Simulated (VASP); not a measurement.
**In under changes of volume**

One of the cells (27.220 Å³/atom); the others are scaled copies at fixed shape and fractional positions:

```
CELL_PARAMETERS angstrom
-1.89499 1.89499 1.89499
1.89499 -1.89499 1.89499
1.89499 1.89499 -1.89499
ATOMIC_POSITIONS crystal
In 0.00000 0.00000 0.00000
```

This isn't the form of In at room conditions, which is tetragonal.

* Program: VASP 6.6.1
* Functional: PBEsol
* Potentials or basis: VASP PAW PBE potentials, release 64 (In_d)
* Cutoff: 520 eV
* k mesh: 10 × 10 × 10
* Occupations: fermi-dirac, width 0.05 eV
* Spin: no spin polarisation

```csv
volume (Å³/atom),energy over the lowest point (meV/atom),pressure (GPa)
25.085,?,?
25.618,0.00,0.2
26.152,0.54,-0.6
27.220,8.98,-2.0
27.753,16.38,-2.6
28.287,25.65,-3.2
```

**Question.** What does the run at 25.085 Å³/atom give?

**Answer.** Energy over the lowest point 2.37 meV/atom; pressure 1.2 GPa.

Worked out: A Birch-Murnaghan fit of order 3 (a polynomial in V^(-2/3)) to the other rows has its minimum at 25.78 Å³/atom with B0 = V·E''(V) = 40 GPa and B' = 4.1. It gives 2.27 meV/atom at 25.085 Å³/atom, against the run's 2.37, and -dE/dV = 1.1 GPa, against 1.2.

Energies are extrapolated to zero smearing.

Caveats: the PAW data sets were made with another functional, which shifts forces and pressure a little.
